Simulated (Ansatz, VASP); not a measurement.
# NaI in VASP and in Ansatz

The input INCAR:

```
ALGO = Normal ; EDIFF = 1E-6
ENCUT = 520 ; GGA = CA
ISIF = 2 ; ISMEAR = 0
LASPH = True ; LCHARG = True
LELF = True ; LREAL = False
LVHAR = True ; LWAVE = False
NBANDS = 22 ; NELM = 100
PREC = Accurate ; SIGMA = 0.05
```

File KPOINTS:

```
k-points
0
Gamma
  6 6 4
```

POSCAR

```
NaI
1.0
    4.6222093067      0.0000000000      0.0000000000
    0.0000000000      4.2697016003      0.0000000000
    0.0000000000      0.0000000000      7.7983840000
Na I
2 2
Direct
    0.2410746680      0.5000000000      0.2830626921
    0.7410746680      0.5000000000      0.7330006921
    0.2500000000      0.0000000000      0.7424270000
    0.7500000000      0.0000000000      0.2575730000
```

Input for Ansatz:

```yaml
crystal:
  lattice:
    - [4.6222093067, 0.0, 0.0]
    - [0.0, 4.2697016003, 0.0]
    - [0.0, 0.0, 7.798384]
  atoms:
    - { symbol: Na, position: [0.241074668, 0.5, 0.2830626921] }
    - { symbol: Na, position: [0.741074668, 0.5, 0.7330006921] }
    - { symbol: I, position: [0.25, 0.0, 0.742427] }
    - { symbol: I, position: [0.75, 0.0, 0.257573] }
basis:
  ecutwfc: 420
kpoints:
  mp_grid: { grid: [6, 6, 4] }
hamiltonian:
  xc: lda
scf:
  occupations: { method: gaussian, width: 0.05 }
output:
  forces: true
  stress: true
  eigenvalues: true
```

Change from the starting cell: all Na atoms moved +0.075 Å, as atom 1 towards its neighbour atom 2 (Na) at 4.202 Å.

Alike in both runs: task single point; functional LDA; k mesh 6 × 6 × 4; occupations gaussian, width 0.05 eV; no spin polarisation.

|  | VASP | Ansatz |
| --- | --- | --- |
| version | VASP 6.6.1 | Ansatz 0.2.0 |
| potentials or method | VASP PAW LDA potentials, release 64 (Na_pv, I) | scalar-relativistic, plane waves, PAW |
| plane-wave cutoff (eV) | 520 | 420 |
| valence electrons in the cell | 28 | 52 |

```tsv
	VASP	Ansatz	Ansatz less VASP
gap on the k mesh at the Fermi level (eV)	2.47	2.46	-0.010
least direct gap on the mesh (eV)	2.69	2.68	-0.010
pressure (GPa)	-1.5	-1.5	-0.01
largest component of the traceless stress (GPa)	0.55	0.57	+0.018
rms of the force components (eV/Å)	0.036	0.035	-0.0001
```

Atom by atom the forces differ by 0.000 eV/Å (rms over components). The two sets of potentials don't hold the same shells in valence.

Caveats: spin-orbit coupling is left out, which moves the levels of the heavy elements. A k mesh can miss the band edges.
